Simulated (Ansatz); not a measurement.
# Si2Ni: the cost of one run

Method: DFT PBE, scalar-relativistic, plane waves, PAW, in Ansatz 0.2.0.

1 further run of the same task is left out (set aside as unsound or not needed).

## (1) Starting point

It takes space group Fm-3m (No. 225, cubic). Conventional cell: a = 5.447 Å, b = 5.447 Å, c = 5.447 Å, α = 90.00°, β = 90.00°, γ = 90.00°. Si (site symmetry -43m) is surrounded by 4 Ni at 2.36 Å. Ni (site symmetry m-3m) is surrounded by 8 Si at 2.36 Å.

As a file:

```
CELL_PARAMETERS angstrom
0.00000 2.72343 2.72343
2.72343 0.00000 2.72343
2.72343 2.72343 0.00000
ATOMIC_POSITIONS crystal
Si 0.25000 0.25000 0.25000
Si 0.75000 0.75000 0.75000
Ni 0.00000 0.00000 0.00000
```

This cell was relaxed beforehand with the same method: volume 13.47 Å³/atom, gap on the mesh none (metal).

## (2) The [110] wire, 21 host atoms a period

The wire is cut from the relaxed crystal, periodic along c with vacuum across. Atoms and period relax; energies count from the bulk, -2370.8013 eV an atom.

The cell holds 14 Si, 7 Ni: a = 16.700 Å, b = 17.500 Å, c = 3.852 Å, α = 90.00°, β = 90.00°, γ = 90.00°.

## (3) The relaxation run

Pressure and volume refer to the whole cell with its vacuum; only the period along c may change.

input.yaml reads:

```yaml
crystal:
  lattice:
    - [16.7, 0.0, 0.0]
    - [0.0, 17.5, 0.0]
    - [0.0, 0.0, 3.8515145923]
  atoms:
    - { symbol: Si, position: [0.3846851918, 0.5778123453, 0.0] }
    - { symbol: Si, position: [0.3846851918, 0.2665629641, 0.0] }
    - { symbol: Si, position: [0.7306296163, 0.5778123453, 0.5] }
    - { symbol: Ni, position: [0.2693703837, 0.5, 0.0] }
    - { symbol: Ni, position: [0.7306296163, 0.5, 0.0] }
    - { symbol: Si, position: [0.7306296163, 0.4221876547, 0.5] }
    - { symbol: Si, position: [0.3846851918, 0.7334370359, 0.0] }
    - { symbol: Si, position: [0.3846851918, 0.4221876547, 0.0] }
    - { symbol: Ni, position: [0.6153148082, 0.6556246906, 0.5] }
    - { symbol: Ni, position: [0.6153148082, 0.3443753094, 0.5] }
    - { symbol: Si, position: [0.5, 0.7334370359, 0.5] }
    - { symbol: Si, position: [0.5, 0.4221876547, 0.5] }
    - { symbol: Si, position: [0.6153148082, 0.7334370359, 0.0] }
    - { symbol: Si, position: [0.6153148082, 0.4221876547, 0.0] }
    - { symbol: Ni, position: [0.3846851918, 0.6556246906, 0.5] }
    - { symbol: Ni, position: [0.3846851918, 0.3443753094, 0.5] }
    - { symbol: Si, position: [0.6153148082, 0.5778123453, 0.0] }
    - { symbol: Si, position: [0.6153148082, 0.2665629641, 0.0] }
    - { symbol: Si, position: [0.5, 0.5778123453, 0.5] }
    - { symbol: Si, position: [0.5, 0.2665629641, 0.5] }
    - { symbol: Ni, position: [0.5, 0.5, 0.0] }
basis:
  ecutwfc: 420
kpoints:
  mp_grid: { grid: [1, 1, 14] }
hamiltonian:
  xc: pbe
scf:
  occupations: { method: gaussian, width: 0.05 }
output:
  forces: true
  stress: true
  eigenvalues: true
  populations: true
  write_density: true
  write_potential: true
  elf: true
  volumetric_format: npy
relax:
  adjacent_minimum: "off"
  f_tol: 0.02
  max_steps: 45
  cell: { fix: [a, b, alpha, beta, gamma], stress_tol: 0.03 }
```

Started as:

```
$ ansatz run input.yaml --threads 4 --pin off --max-ram 11264MiB --backend cpu --events-out ev --progress --plain --runs-dir out
```

Q: Estimate wall time and peak memory on 4 threads of Intel Xeon at 2.70GHz, shared host.

About 5.4 min, with a peak of 2.9 GiB.
